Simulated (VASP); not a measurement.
Set up this calculation in VASP 6.6.1, as the native input.

```
Task                   : single point
Functional             : PBE
Dispersion             : D3(BJ)
Potentials or basis    : VASP PAW PBE potentials, release 64 (C)
Cutoff                 : 520 eV
k mesh                 : 2 × 2 × 1
Occupations            : gaussian, width 0.05 eV
Spin                   : collinear spin, typed start
Starting moments       : [0.0, 0.0, 0.0, 0.0, 0.0, 0.0, 0.0, 0.0, 0.0, 0.0, 0.0, 0.0, 0.0, 0.0, 0.0, 0.0, 0.0, 0.0, 1.0] μB
Dipole correction      : no
Further INCAR settings : LREAL = Auto; ALGO = Normal; EDIFF = 1e-07; NBANDS = 57
```

The structure of C lies in POSCAR:

```
C
1.0
    7.3980000272      0.0000000157      0.0000000000
   -3.6990000000      6.4068559686      0.0000000000
    0.0000000000      0.0000000000     12.0000000000
C
19
Direct
    0.0021827661     -0.0021827661      0.0811113950
    0.2240727995      0.1102965157      0.0837418186
    0.0008009276      0.3296603507      0.0818495048
    0.2216312061      0.4443438058      0.0793609167
    0.0001622518      0.6662921490      0.0925529820
    0.2220423520      0.7779576480      0.0915562960
    0.3337078510     -0.0001622518      0.0925529820
    0.5595602195      0.1104506119      0.0935446197
    0.3325829029      0.3341465133      0.0751783611
    0.5512947494      0.4487052506      0.0702733054
    0.3331910010      0.6668089990      0.0839870496
    0.5556561942      0.7783687939      0.0793609167
    0.6703396493     -0.0008009276      0.0818495048
    0.8917204900      0.1082795100      0.0780272654
    0.6624333288      0.3375666712      0.0842661174
    0.8895493881      0.4404397805      0.0935446197
    0.6658534867      0.6674170971      0.0751783611
    0.8897034843      0.7759272005      0.0837418186
    0.6972186817      0.3027813183      0.2058221051
```

The cell was built by a generator and needn't be a form met in nature.

One way to write it, as run:

INCAR

```
PREC = Accurate
ENCUT = 520
EDIFF = 1E-7
ISMEAR = 0
SIGMA = 0.05
LREAL = Auto
LASPH = T
NELM = 150
ALGO = Normal
ISIF = 2
LWAVE = F
LCHARG = F
ISPIN = 2
MAGMOM = 0 0 0 0 0 0 0 0 0 0 0 0 0 0 0 0 0 0 1
LORBIT = 11
GGA = PE
IVDW = 12
NBANDS = 57
```

KPOINTS

```
regular mesh
0
Gamma
  2 2 1
```

Potentials or basis: VASP PAW PBE potentials, release 64 (C).

Command:

```bash
$ cat potpaw_PBE.64/C/POTCAR > POTCAR
$ mpirun -np 1 vasp_std > vasp.out
```

Results of the run:

* Largest force: 0.064 eV/Å
* Band gap on the k mesh: none (metal or under the smearing width)
* Net moment: -0.50 μB per cell
* Site moments: C +0.00, -0.00, -0.03, -0.02, +0.01, -0.01, -0.14 μB
* Valence electrons inside the program's atomic spheres: C 2.65, 2.64, 2.66, 2.61, 2.67, 2.63, 2.69, 2.20
* Dispersion energy per atom: -0.089 eV

Caveat: the k mesh is coarse (spacing up to 0.49 Å⁻¹), so the values aren't converged.

Wall time 7.5 min on 1 thread of Intel(R) Xeon(R) Platinum 8488C (Sapphire Rapids), with other jobs on the host, peak memory 0.79 GiB.
